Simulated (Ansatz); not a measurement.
Crystal: Co.

```
Co
1.0
     2.47200    0.00000    0.00000
    -1.23600    2.14081    0.00000
     0.00000    0.00000    4.02114
Co
2
Cartesian
  1.2360 0.7136 3.0159
  0.0000 1.4272 1.0053
```

```yaml
Program: Ansatz 0.2.0
Task: single point
Functional: PBEsol
Potentials_or_basis: Ansatz PAW
Cutoff: "420 eV (not typed: the program's choice for these potentials)"
k_mesh: 12 × 12 × 7
Occupations: fermi-dirac, width 0.05 eV
Spin: collinear spin, ferromagnetic start
Starting_moments: "[2.0, 2.0] μB"
```

On this cell: pressure -5.8 GPa; largest force under 0.003 eV/Å; net moment 3.20 μB per cell; site moments Co +1.66 μB; band gap on the k mesh none (metal or under the smearing width).

The same run follows on a disturbed copy (atoms moved at random, drawn with an rms of 0.05 Å):

```
CELL_PARAMETERS angstrom
2.47200 0.00000 0.00000
-1.23600 2.14081 0.00000
0.00000 0.00000 4.02114
ATOMIC_POSITIONS crystal
Co 0.66485 0.31270 0.74273
Co 0.34334 0.65289 0.24011
```

Q: What does the disturbed cell give?

A: The energy (extrapolated to zero smearing) moves by +0.6 meV/atom; pressure -5.7 GPa; largest force 0.092 eV/Å; net moment 3.20 μB per cell; site moments Co +1.67 μB; band gap on the k mesh none (metal or under the smearing width).

Forces in eV/Å, atoms in the order of the input:
```
Co   0.054  0.038 -0.064
Co  -0.054 -0.038  0.064
```

Stress tensor (GPa, compression positive):
```
-5.06 -0.38 -0.03
-0.38 -4.52 -0.02
-0.03 -0.02 -7.54
```

Caveats: the PAW data sets come from PBE, with cores solved anew for the run's functional, which leaves a small shift of forces and pressure.
